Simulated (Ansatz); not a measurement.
ZnS in the zincblende structure, relaxed with r2SCAN in Ansatz 0.2.0. Space group F-43m (No. 216), cubic; conventional cell a = 5.388 Å, 19.55 Å³ an atom. Zn has 4 S at 2.33 Å; S has 4 Zn at 2.33 Å.

The axes x, y and z are those of this cell:
```xyz
2
Lattice="0.0000 2.6941 2.6941 2.6941 0.0000 2.6941 2.6941 2.6941 0.0000" Properties=species:S:1:pos:R:3 pbc="T T T"
Zn    0.0000    0.0000    0.0000
S     1.3470    1.3470    1.3470
```

Unstrained: The PBE gap is direct at Γ: 2.147 eV. With r2SCAN the gap is 2.705 eV and direct, at Γ. With HSE06 the gap is 3.378 eV and direct, at Γ. Meshes: PBE 8×8×8, r2SCAN 8×8×8, HSE06 6×6×6. Strains are changes of length per length, and xy shears are angles. After each strain the atoms were relaxed again with r2SCAN within the symmetry that the strain leaves, so tilts or polar shifts that break it weren't tested; points keep the names that they have in the unstrained zone. (Simulation; spin polarisation is off.)

**Question.** One strain changed the r2SCAN stress by xx 0.00, yy 0.00, zz 0.00, xy -0.58 GPa (compression positive) and the gap by -0.032 eV (PBE), -0.034 eV (r2SCAN), -0.035 eV (HSE06). Which kind of strain was it, and roughly how large?

**Answer.** Xy shear, engineering strain (angle) +1.15 %. The pattern of the stress gives the kind; the size needs the stiffness, so it is an estimate.

**Question.** Apply uniaxial -4.97 % along x, other directions held. How far does the gap move, against the unstrained cell?

**Answer.** PBE: the gap goes from 2.147 to 2.254 eV (+0.107 eV); with r2SCAN the top three valence levels at Γ, degenerate before, become 1+2 from the top over 174 meV. r2SCAN: the gap goes from 2.705 to 2.823 eV (+0.118 eV). HSE06: the gap goes from 3.378 to 3.499 eV (+0.121 eV). The r2SCAN energy rises by 17.1 meV an atom.

**Question.** Apply uniaxial +3.65 % along [111], other directions held. How far does the gap move, against the unstrained cell?

**Answer.** PBE: the gap goes from 2.147 to 1.905 eV (-0.242 eV); with r2SCAN the top three valence levels at Γ, degenerate before, become 2+1 from the top over 199 meV. r2SCAN: the gap goes from 2.705 to 2.448 eV (-0.257 eV). HSE06: the gap goes from 3.378 to 3.113 eV (-0.265 eV). The r2SCAN energy rises by 11.2 meV an atom.

The meshes of the hybrids are coarse, so their gaps aren't converged to the digits shown.

The splittings at Γ are without spin-orbit coupling, which regroups them where it is of like size or larger.
